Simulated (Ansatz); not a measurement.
Y2CF2 (MXene monolayer), computed twice by G0W0.

The cell holds 5 atoms: 1 C, 2 Y and 2 F. Its edges and angles: a = 3.555 Å, b = 3.555 Å, c = 33.400 Å, α = 90.0°, β = 90.0°, γ = 120.0°. Vacuum lies along c.

```
C Y F
1.0
     3.55459    0.00000    0.00000
    -1.77730    3.07837    0.00000
     0.00000    0.00000   33.40000
C Y F
1 2 2
Direct
  0.00000 0.00000 0.50000
  0.33333 0.66667 0.54105
  0.66667 0.33333 0.45895
  0.66667 0.33333 0.57626
  0.33333 0.66667 0.42374
```

The structure was relaxed with PBE-D3(BJ). The runs that relaxed it are not among those shown. PAW set soft_2, made with PBE.

The first (Ansatz 0.2.0; start PBE, 6×6×1 mesh, 338 empty bands, screening to 55 eV; 4 threads of Arm Neoverse V1, shared host) gave, on its mesh: starting gap 1.11 eV, G0W0 gap 1.99 eV, mean of 1 + 4πα/V (set by the cell height) 2.34, 1.9 min.

The second gave: starting gap 1.11 eV, G0W0 gap 1.86 eV, mean of 1 + 4πα/V (set by the cell height) 2.34, 32 s.

Q: What was changed in the input? Choose among start, files, mesh, bands and cutoff, frequency model or another key.

Changed: empty bands from 338 to 136 and screening cutoff (eV) from 55.0 to 30. The starting gap stayed, which rules out the functional and points to the GW step. Other changes could give like numbers; this is the one that was made.

Limits: not at the basis limit; coarse mesh for a sheet; no spin-orbit coupling.

[Paths, hosts, dates, memory and timing lines, banners, echoed tables and standing remarks are left out of the program output.]

[Logs are printed without paths, hosts, clocks, repeated set-up lines and the standing remarks that a program may print on its own settings, such as how far it seeks lower states.]

[Runs of the session that timed out or met a known fault of the program may be left out.]

[Cells called generated may have been cut or substituted from an entry of the Crystallography Open Database or the Materials Project.]

[Hosts, paths, dates, database ids (printed as entryN), source tags and the programs' standing remarks are cut or masked in the printed files.]
